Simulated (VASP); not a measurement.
Write the native input for VASP 6.6.1 that does the following.

```yaml
Task: single point
Functional: PBE0
Potentials_or_basis: VASP PAW PBE potentials, release 64 (Te, Cd)
Cutoff: 520 eV
k_mesh: 4 × 4 × 4
Occupations: fermi-dirac, width 0.05 eV
Spin: no spin polarisation
Dipole_correction: no
Exchange_at_q_=_0: truncated
Grid_for_exact_exchange_PRECFOCK: Normal
Further_INCAR_settings: ALGO = Normal; EDIFF = 1e-07; NBANDS = 16
```

CdTe:

```
Te Cd
1.0
     0.00000    3.20500    3.20500
     3.20500    0.00000    3.20500
     3.20500    3.20500    0.00000
Te Cd
1 1
Cartesian
  4.8075 4.8075 4.8075
  0.0000 0.0000 0.0000
```

The input as run:

POSCAR

```
CdTe
1.0
    0.0000000000      3.2050000000      3.2050000000
    3.2050000000      0.0000000000      3.2050000000
    3.2050000000      3.2050000000      0.0000000000
Te Cd
1 1
Direct
    0.7500000000      0.7500000000      0.7500000000
    0.0000000000      0.0000000000      0.0000000000
```

INCAR.step1

```
SYSTEM = CdTe
  PREC = Accurate
  ENCUT = 520
  EDIFF = 1E-5
  ISMEAR = -1
  SIGMA = 0.05
  LREAL = .False.
  LASPH = .True.
  NELM = 100
  ALGO = Normal
  ISIF = 2
  LWAVE = .True.
  GGA = PE
  NBANDS = 16
```

INCAR.step2

```
SYSTEM = CdTe
  PREC = Accurate
  ENCUT = 520
  EDIFF = 1E-7
  ISMEAR = -1
  SIGMA = 0.05
  LREAL = .False.
  LASPH = .True.
  NELM = 100
  ALGO = Normal
  ISIF = 2
  LWAVE = .False.
  LCHARG = .True.
  GGA = PE
  LHFCALC = .True.
  AEXX = 0.25
  PRECFOCK = Normal
  HFRCUT = -1
  LELF = .True.
  LVHAR = .True.
  ISTART = 1
  NBANDS = 16
```

KPOINTS

```
Automatic mesh
0
Gamma
  4 4 4
  0 0 0
```

Potentials or basis: VASP PAW PBE potentials, release 64 (Te, Cd).

Command:

```console
$ cat potpaw_PBE.64/Te/POTCAR potpaw_PBE.64/Cd/POTCAR > POTCAR
$ cp INCAR.step1 INCAR
$ mpirun -np 1 vasp_std > vasp.out
$ cp INCAR.step2 INCAR
$ mpirun -np 1 vasp_std > vasp.out
```

It gave:

- Pressure: 3.4 GPa
- Band gap on the k mesh: 2.33 eV, direct

Caveat: the k mesh is coarse (spacing up to 0.42 Å⁻¹), so the values aren't converged, least of all with exact exchange; the PAW data sets were made with another functional, which shifts forces and pressure a little; spin-orbit coupling is left out, which moves the levels of the heavy elements.

Wall time 23 min on 1 thread of Intel(R) Xeon(R) Platinum 8259CL CPU @ 2.50GHz (Skylake/Cascade Lake), with other jobs on the host, peak memory 0.22 GiB.
